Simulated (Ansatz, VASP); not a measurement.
# SnSe2: VASP beside Ansatz

```
CELL_PARAMETERS angstrom
3.50612 0.00000 0.00000
-1.75306 3.03639 0.00000
0.00000 0.00000 6.62796
ATOMIC_POSITIONS crystal
Sn 0.00000 0.00000 0.00000
Se 0.33333 0.66667 0.25000
Se 0.66667 0.33333 0.75000
```

Change from the starting cell: strain -0.080 along x and y, +0.080 along z, atoms carried along.

Alike in both runs: task single point; functional PBE; dispersion D3(BJ); k mesh 9 × 9 × 6; occupations gaussian, width 0.05 eV; no spin polarisation.

```csv
,VASP,Ansatz
version,VASP 6.6.1,Ansatz 0.2.0
potentials or method,"VASP PAW PBE potentials, release 64 (Sn_d, Se)","scalar-relativistic, plane waves, PAW"
plane-wave cutoff (eV),520,420
valence electrons in the cell,26,46
```

VASP gave:

- gap on the k mesh at the Fermi level (eV): 0.15
- least direct gap on the mesh (eV): 0.99
- pressure (GPa): 12.1
- largest component of the traceless stress (GPa): 8.48
- rms of the force components (eV/Å): 0.309

What did Ansatz give for the same quantities?

gap on the k mesh at the Fermi level (eV): 0.16; least direct gap on the mesh (eV): 0.99; pressure (GPa): 11.9; largest component of the traceless stress (GPa): 8.52; rms of the force components (eV/Å): 0.297.

Atom by atom the forces differ by 0.012 eV/Å (rms over components). The two sets of potentials don't hold the same shells in valence.

Caveats: spin-orbit coupling is left out, which moves the levels of the heavy elements; an odd mesh through Γ misses points on the zone boundary, where band edges often lie; the cell's inner coordinates are idealised or old, which leaves forces on the atoms.
